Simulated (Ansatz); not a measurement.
Runs of Ansatz 0.2.0 on InP. The structure is cubic, space group F-43m (No. 216). Conventional cell: a = 5.861 Å, b = 5.861 Å, c = 5.861 Å, α = 90.00°, β = 90.00°, γ = 90.00°. In (site symmetry -43m) is surrounded by 4 P at 2.54 Å. P (site symmetry -43m) has 4 In at 2.54 Å as nearest neighbours. 

```csv
task,level,cell,k mesh,cutoff (eV),gap on the mesh (eV),pressure (GPa),relaxed volume (Å³/atom)
elastic constants,PBEsol,as given,6 × 6 × 6,265,(b),0.6,-
relaxation of cell and atoms,revPBE,relaxed,8 × 8 × 8,-,0.42,0.0,27.04
relaxation of cell and atoms,RPBE,relaxed,8 × 8 × 8,-,0.41,0.0,(c)
relaxation of cell and atoms,RPBE+D3(BJ),relaxed,8 × 8 × 8,-,(a),0.0,23.30
phonons,LDA,as given,6 × 6 × 6,266,0.48,-,-
```

Alike in all rows: potentials or basis all-electron LAPW, scalar-relativistic; no spin polarisation; smearing fermi-dirac 0.05 eV; basis error allowed 0.001 eV/atom.

Problem. Fill in the values left out.

Solution. (a) 1.27; (b) 0.61; (c) 27.26.

Caveats: spin-orbit coupling is left out, which moves the levels of the heavy elements.

A k mesh can miss the band edges, and the runs leave out spin-orbit coupling on In.

Runs at the PBE level aren't shown here.
